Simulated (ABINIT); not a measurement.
The system is Ir.

```xyz
1
Lattice="0.0000 1.9156 1.9156 1.9156 0.0000 1.9156 1.9156 1.9156 0.0000" Properties=species:S:1:pos:R:3 pbc="T T T"
Ir    0.0000    0.0000    0.0000
```

```yaml
Program: ABINIT 10.8.3 (patched build)
Task: relaxation of cell and atoms
Functional: LDA
Potentials_or_basis: PseudoDojo NC SR LDA v0.4.1 standard
Cutoff: 816 eV
k_mesh: 9 × 9 × 9
Occupations: fermi-dirac, width 0.05 eV
Spin: no spin polarisation
```

At the start: pressure -7.5 GPa; volume 14.06 Å³/atom.

Task: How do energy, volume and symmetry change on relaxing?

Result: Over 4 steps the energy falls by 6.4 meV/atom and the volume is 13.79 Å³/atom (-1.9 %); space group Fm-3m (No. 225, to 0.05 Å).

Step by step:
```
step  energy change (eV)  largest force (eV/Å)  pressure (GPa)  volume (Å³)
   1              0.0000                0.0000           -7.53        14.06
   2             -0.0062                0.0000            1.59        13.74
   3             -0.0064                0.0000           -0.07        13.79
   4             -0.0064                0.0000            0.00        13.79
```

Final structure:
```
Ir
1.0
     0.00000    1.90332    1.90332
     1.90332    0.00000    1.90332
     1.90332    1.90332    0.00000
Ir
1
Direct
  0.00000 0.00000 0.00000
```
